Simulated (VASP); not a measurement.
# InP (F-43m) in VASP: a series of runs, part 2 of 2

VASP 6.6.1. Earlier steps stand in the parts before.

## Step 3: Single point, PBE

INCAR

```
SYSTEM = InP
  PREC = Accurate
  ENCUT = 520
  EDIFF = 1E-6
  ISMEAR = 0
  SIGMA = 0.01
  LREAL = .FALSE.
  LASPH = .TRUE.
  NELM = 60
  ALGO = Normal
  ISIF = 2
  LWAVE = .FALSE.
  LCHARG = .FALSE.
  GGA = PE
  NBANDS = 16
```

KPOINTS

```
regular mesh
0
G
  6 6 6
  0 0 0
```

POSCAR

```
InP
1.0
    0.0000000000      2.9538133766      2.9538133766
    2.9538133766      0.0000000000      2.9538133766
    2.9538133766      2.9538133766      0.0000000000
In P
1 1
Direct
    0.0000000000      0.0000000000      0.0000000000
    0.2500000000      0.2500000000      0.2500000000
```

Potentials or basis: VASP PAW PBE potentials, release 64 (In_d, P).

On the command line:

```sh
$ cat potpaw_PBE.64/In_d/POTCAR potpaw_PBE.64/P/POTCAR > POTCAR
$ mpirun -np 1 vasp_std > vasp.out
```

OUTCAR:

```text
SYSTEM = InP
   PREC = Accurate
   ENCUT = 520
   EDIFF = 1E-6
   ISMEAR = 0
   LREAL = .FALSE.
   LASPH = .TRUE.
   NELM = 60
   ISIF = 2
   GGA = PE

 ion  position               nearest neighbor table
   1  0.000  0.000  0.000-   2 2.56   2 2.56   2 2.56   2 2.56
   2  0.250  0.250  0.250-   1 2.56   1 2.56   1 2.56   1 2.56

  LATTYP: Found a face centered cubic cell.
 ALAT       =     5.9076267532

  Lattice vectors:

 A1 = (   0.0000000000,   2.9538133766,   2.9538133766)
 A2 = (   2.9538133766,   0.0000000000,   2.9538133766)
 A3 = (   2.9538133766,   2.9538133766,   0.0000000000)

Analysis of symmetry for initial positions (statically):
=====================================================================
 Subroutine PRICEL returns:
 Original cell was already a primitive cell.

 Routine SETGRP: Setting up the symmetry group for a
 face centered cubic supercell.

 Subroutine GETGRP returns: Found 24 space group operations
 (whereof 24 operations were pure point group operations)
 out of a pool of 48 trial point group operations.

The static configuration has the point symmetry T_d .

[... 148 lines left out ...]

  energy without entropy =       -8.38871076  energy(sigma->0) =       -8.38871076

 E-fermi :   5.0099     XC(G=0):  -9.1754

 val. band max:        4.9382386004   @ k =   0.0000   0.0000   0.0000
 cond. band min:       5.5182873597   @ k =   0.0000   0.0000   0.0000
 fundamental gap:      0.5800487593
 Fermi energy:         5.0099492169

 k-point     1 :       0.0000    0.0000    0.0000
  band No.  band energies     occupation
      1      -9.2097      2.00000
      2      -9.2097      2.00000
      3      -9.2097      2.00000
      4      -9.0695      2.00000
      5      -9.0695      2.00000
      6      -6.4195      2.00000
[... 281 lines left out ...]
      3      -9.1205      2.00000
      4      -9.0952      2.00000
      5      -9.0492      2.00000
      6      -4.0915      2.00000
[... 8 lines left out ...]
     15      16.1061      0.00000
     16      16.7940      0.00000

------------------------ aborting loop because EDIFF is reached ----------------------------------------

  FORCE on cell =-STRESS in cart. coord.  units (eV):
  Direction    XX          YY          ZZ          XY          YZ          ZX
  --------------------------------------------------------------------------------------
  -------------------------------------------------------------------------------------
  Total        0.5122724      0.5122724      0.5122724      0.0000000      0.0000000     -0.0000000
  in kB       15.9232737     15.9232737     15.9232737      0.0000000      0.0000000     -0.0000000
  external PRESSURE =      15.9232737 kB  Pullay stress =       0.0000000 kB

 VOLUME and BASIS-vectors are now :
 -----------------------------------------------------------------------------
  energy-cutoff  :      520.00
  volume of cell :       51.54
      direct lattice vectors                 reciprocal lattice vectors
     0.000000000  2.953813377  2.953813377    -0.169272712  0.169272712  0.169272712
     2.953813377  0.000000000  2.953813377     0.169272712 -0.169272712  0.169272712
     2.953813377  2.953813377  0.000000000     0.169272712  0.169272712 -0.169272712

 POSITION                                       TOTAL-FORCE (eV/Angst)
 -----------------------------------------------------------------------------------
      0.00000      0.00000      0.00000        -0.000000     -0.000000     -0.000000
      1.47691      1.47691      1.47691         0.000000      0.000000      0.000000
 -----------------------------------------------------------------------------------
    total drift:                               -0.000000     -0.000000     -0.000000

  FREE ENERGIE OF THE ION-ELECTRON SYSTEM (eV)
  ---------------------------------------------------
  free  energy   TOTEN  =        -8.3887107649 eV

  energy  without entropy=       -8.3887107649  energy(sigma->0) =       -8.38871076
```

stdout:

```text
POSCAR found type information on POSCAR InP
 POSCAR found :  2 types and       2 ions
 scaLAPACK will be used
 LDA part: xc-table for (Slater+PW92), standard interpolation
 POSCAR, INCAR and KPOINTS ok, starting setup
 FFT: planning ... GRIDC
 FFT: planning ... GRID_SOFT
 FFT: planning ... GRID
 WAVECAR not read
 entering main loop
```

Wall time 22 s (1 thread of AMD EPYC, shared host); peak memory 0.14 GiB.

Results:

```
Free energy            : -8.3887 eV
Pressure               : 1.6 GPa
Band gap on the k mesh : 0.58 eV, direct
```

Caveat: spin-orbit coupling is left out, which moves the levels of the heavy elements.

## Step 4: Single point, r2SCAN

POSCAR is that of step 3.

INCAR.step1

```
PREC = Accurate
ENCUT = 520
ISMEAR = 0
SIGMA = 0.01
LREAL = False
LASPH = True
NELM = 60
NBANDS = 16
GGA = PE
ALGO = Normal
EDIFF = 1E-4
LWAVE = True
LCHARG = False
```

INCAR.step2

```
PREC = Accurate
ENCUT = 520
EDIFF = 1E-7
ISMEAR = 0
SIGMA = 0.01
LREAL = False
LASPH = True
NELM = 60
ALGO = Normal
ISIF = 2
LWAVE = False
LCHARG = False
METAGGA = R2SCAN
LMIXTAU = True
NBANDS = 16
ISTART = 1
```

KPOINTS

```
regular mesh
0
Gamma
  6 6 6
```

On the command line:

```sh
$ cat potpaw_PBE.64/In_d/POTCAR potpaw_PBE.64/P/POTCAR > POTCAR
$ cp INCAR.step1 INCAR
$ mpirun -np 1 vasp_std > vasp.out
$ cp INCAR.step2 INCAR
$ mpirun -np 1 vasp_std > vasp.out
```

Run time: 2 min. Hardware: 1 thread of AMD EPYC, shared host; peak memory 0.15 GiB.

Results (log left out):

```yaml
Free_energy: -32.2884 eV
Pressure: -0.1 GPa
Band_gap_on_the_k_mesh: 1.03 eV, direct
```

Levels at points of the mesh, in eV from the valence-band top:
| k point | band 6 | band 7 | band 8 | band 9 | band 10 | band 11 | band 12 | band 13 |
| --- | --- | --- | --- | --- | --- | --- | --- | --- |
| (0.00, 0.00, 0.00) | -11.84 | 0.00 | 0.00 | 0.00 | 1.03 | 4.44 | 4.44 | 4.44 |
| (0.50, 0.00, 0.00) | -10.11 | -5.75 | -0.97 | -0.97 | 1.80 | 5.15 | 5.15 | 7.49 |
| (0.50, 0.50, 0.00) | -9.46 | -5.77 | -2.33 | -2.33 | 2.04 | 2.54 | 9.72 | 10.15 |

Caveat: the PAW data sets were made with another functional, which shifts forces and pressure a little; spin-orbit coupling is left out, which moves the levels of the heavy elements.

## Step 5: Single point, PBE

INCAR

```
PREC = Accurate ; ENCUT = 520
EDIFF = 1E-6 ; ISMEAR = 0
SIGMA = 0.01 ; LREAL = False
LASPH = True ; NELM = 80
ALGO = Normal ; ISIF = 2
LWAVE = False ; LCHARG = False
GGA = PE ; NBANDS = 16
```

KPOINTS

```
regular mesh
0
Gamma
  8 8 8
```

POSCAR is that of step 4.

On the command line:

```sh
$ cat potpaw_PBE.64/In_d/POTCAR potpaw_PBE.64/P/POTCAR > POTCAR
$ mpirun -np 1 vasp_std > vasp.out
```

Wall time 38 s (1 thread of AMD EPYC, shared host); peak memory 0.15 GiB.

It converged, with:

* Free energy: -8.3994 eV
* Pressure: 1.6 GPa
* Band gap on the k mesh: 0.58 eV, direct

Levels at points of the mesh, in eV from the valence-band top:
| k point | band 7 | band 8 | band 9 | band 10 | band 11 | band 12 |
| --- | --- | --- | --- | --- | --- | --- |
| (0.00, 0.00, 0.00) | 0.00 | 0.00 | 0.00 | 0.58 | 4.09 | 4.09 |
| (0.50, 0.00, 0.00) | -5.60 | -0.94 | -0.94 | 1.44 | 4.81 | 4.81 |
| (0.50, 0.50, 0.00) | -5.65 | -2.24 | -2.24 | 1.80 | 2.27 | 9.07 |

Caveat: spin-orbit coupling is left out, which moves the levels of the heavy elements.

## Step 6: Overview

| level | k mesh | gap on the mesh (eV) | pressure (GPa) |
| --- | --- | --- | --- |
| PBE | 6 × 6 × 6 | 0.58 | 1.6 |
| r2SCAN | 6 × 6 × 6 | 1.03 | -0.1 |
| PBE | 8 × 8 × 8 | 0.58 | 1.6 |

Alike in all rows: task single point; potentials or basis VASP PAW PBE potentials, release 64 (In_d, P); no spin polarisation; cell as given; cutoff (eV) 520; smearing gaussian 0.01 eV.

On the cell as given the gap runs from 0.58 eV (PBE) to 1.03 eV (r2SCAN); the meshes differ, which moves gaps too. The pressure there spans -0.1 GPa (r2SCAN) to 1.6 GPa (PBE); a positive pressure means that this level wants a larger cell, a negative one a smaller.

Caveats: spin-orbit coupling is left out, which moves the levels of the heavy elements; the PAW data sets were made with another functional, which shifts forces and pressure a little (some runs).

Absolute energies hang on the potentials; compare differences alone.

## Step 7: Against experiment

Step 2. A measured gap of InP is 1.4236 eV (direct; 1.6 K; a printed reference work, data compilation); the calculated 0.58 eV misses it by -0.84 eV. Spin-orbit coupling on In is left out. The value is that of PBE, without temperature or zero-point motion. Semilocal functionals fall short of measured gaps as a rule.

Step 3. Against the measured gap of InP, 1.4236 eV (direct; 1.6 K; a printed reference work, data compilation), the calculated 0.58 eV is off by -0.84 eV. Spin-orbit coupling on In is left out. The value is that of PBE, without temperature or zero-point motion. Semilocal functionals fall short of measured gaps as a rule.

Step 4. A measured gap of InP is 1.4236 eV (direct; 1.6 K; a printed reference work, data compilation); the calculated 1.03 eV misses it by -0.40 eV. Spin-orbit coupling on In is left out. The value is that of r2SCAN, without temperature or zero-point motion.

Step 5. Measured gap of InP: 1.4236 eV (direct; 1.6 K; a printed reference work, data compilation). This calculation gives 0.58 eV (-0.84 eV). Spin-orbit coupling on In is left out. The value is that of PBE, without temperature or zero-point motion. Semilocal functionals fall short of measured gaps as a rule.
